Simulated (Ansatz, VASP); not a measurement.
**KBr in VASP and in Ansatz**

INCAR

```
  ALGO = Normal
  EDIFF = 1E-6
  ENCUT = 520
  GGA = PE
  ISIF = 2
  ISMEAR = 0
  LASPH = T
  LCHARG = T
  LELF = T
  LREAL = F
  LVHAR = T
  LWAVE = F
  NBANDS = 15
  NELM = 60
  PREC = Accurate
  SIGMA = 0.05
```

File KPOINTS:

```
k-points
0
Gamma
  6 6 6
```

POSCAR

```
KBr
1.0
    0.0000000000      3.2925000000      3.2925000000
    3.2925000000      0.0000000000      3.2925000000
    3.2925000000      3.2925000000      0.0000000000
K Br
1 1
Direct
   -0.0398633257     -0.0398633257      0.0398633257
    0.5000000000      0.5000000000      0.5000000000
```

Input for Ansatz:

```yaml
crystal:
  lattice:
    - [0.0, 3.2925, 3.2925]
    - [3.2925, 0.0, 3.2925]
    - [3.2925, 3.2925, 0.0]
  atoms:
    - { symbol: K, position: [-0.0398633257, -0.0398633257, 0.0398633257] }
    - { symbol: Br, position: [0.5, 0.5, 0.5] }
basis:
  ecutwfc: 420
kpoints:
  mp_grid: { grid: [6, 6, 6] }
hamiltonian:
  xc: pbe
scf:
  occupations: { method: gaussian, width: 0.05 }
output:
  forces: true
  stress: true
  eigenvalues: true
```

Change from the starting cell: all K atoms moved +0.263 Å, as atom 1 towards its neighbour atom 2 (Br) at 3.292 Å.

Alike in both runs: task single point; functional PBE; k mesh 6 × 6 × 6; occupations gaussian, width 0.05 eV; no spin polarisation.

|  | VASP | Ansatz |
| --- | --- | --- |
| version | VASP 6.6.1 | Ansatz 0.2.0 |
| potentials or method | VASP PAW PBE potentials, release 64 (K_sv, Br) | scalar-relativistic, plane waves, PAW |
| plane-wave cutoff (eV) | 520 | 420 |
| valence electrons in the cell | 16 | 16 |

```csv
,VASP,Ansatz,Ansatz less VASP
gap on the k mesh at the Fermi level (eV),4.47,4.47,+0.002
least direct gap on the mesh (eV),4.47,4.47,+0.002
pressure (GPa),1.3,1.2,-0.04
largest component of the traceless stress (GPa),1.04,1.02,-0.016
rms of the force components (eV/Å),0.236,0.233,-0.0035
```

Atom by atom the forces differ by 0.004 eV/Å (rms over components).
